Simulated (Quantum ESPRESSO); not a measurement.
## Ti: phonon spectrum and thermodynamics under several settings

```
CELL_PARAMETERS angstrom
2.95000 0.00000 0.00000
-1.47500 2.55477 0.00000
0.00000 0.00000 4.68000
ATOMIC_POSITIONS crystal
Ti 0.66667 0.33333 0.75000
Ti 0.33333 0.66667 0.25000
```

All runs used Quantum ESPRESSO 7.5; relaxed cell; no spin polarisation; cutoff 612 eV; occupations methfessel-paxton, width 0.272 eV; q mesh 3 × 3 × 2.

```csv
level,potentials,k mesh (s: shifted),volume (Å³/atom),highest frequency (cm⁻¹),zero-point energy (meV/atom),entropy at room temperature (k_B/atom)
PBE,GBRV 1.5 PBE,9 × 9 × 4,17.36,282,34.6,3.60
PBEsol,GBRV 1.5 PBEsol,6 × 6 × 4,16.71,276,32.9,3.79
PBEsol,GBRV 1.5 PBEsol,9 × 9 × 4,?,?,?,?
```

**Question.** What stands in the row left open?

**Answer.** Volume 16.70 Å³/atom; highest frequency 291 cm⁻¹; zero-point energy 35.4 meV/atom; entropy at room temperature 3.55 k_B/atom.

Caveats: some runs use coarse meshes; the mesh is thin for the phonons of a metal; λ from interpolated matrix elements is rough: modes that symmetry makes equal can differ by tens of percent.

For the row left open. Caveat: the k mesh is coarse; the mesh is thin for the phonons of a metal; λ from interpolated matrix elements is rough: modes that symmetry makes equal can differ by tens of percent.
